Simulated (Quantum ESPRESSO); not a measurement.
The system is BAs.

```
CELL_PARAMETERS angstrom
0.00000 2.38850 2.38850
2.38850 0.00000 2.38850
2.38850 2.38850 0.00000
ATOMIC_POSITIONS crystal
As 0.75000 0.75000 0.75000
B 0.00000 0.00000 0.00000
```

- Program: Quantum ESPRESSO 7.5
- Task: phonons
- Functional: PBE
- Potentials or basis: GBRV 1.5 PBE
- Cutoff: 612 eV
- Density cutoff: 4898 eV
- k mesh: 8 × 8 × 8, shifted
- Occupations: fermi-dirac, width 0.05 eV
- Spin: no spin polarisation
- Target pressure: 20 GPa
- Mixing beta: 0.5
- Most SCF iterations: 120
- SCF threshold: 4e-10 Ry

The cell and the atoms were relaxed first at 20 GPa, to 12.42 Å³/atom (a = 3.275 Å, b = 3.275 Å, c = 3.275 Å, α = 60.00°, β = 60.00°, γ = 60.00°), and the response was taken there.

The first run showed a gap, so the response started from a second, tighter run with fixed occupations.

The run gives a transverse optical frequency of 766 cm⁻¹, an electronic dielectric constant of 9.43 and Born charges of ±0.79 e.

Q: What are the longitudinal frequency and the static dielectric constant?

A: The longitudinal mode lies at 775 cm⁻¹, 9 cm⁻¹ over the transverse one, and the static constant is 9.66. The two agree with the Lyddane-Sachs-Teller relation: (775/766)² = 1.02 and 9.66/9.43 = 1.02.

Caveat: the cell is more than 3 GPa from zero pressure, which shifts response properties.
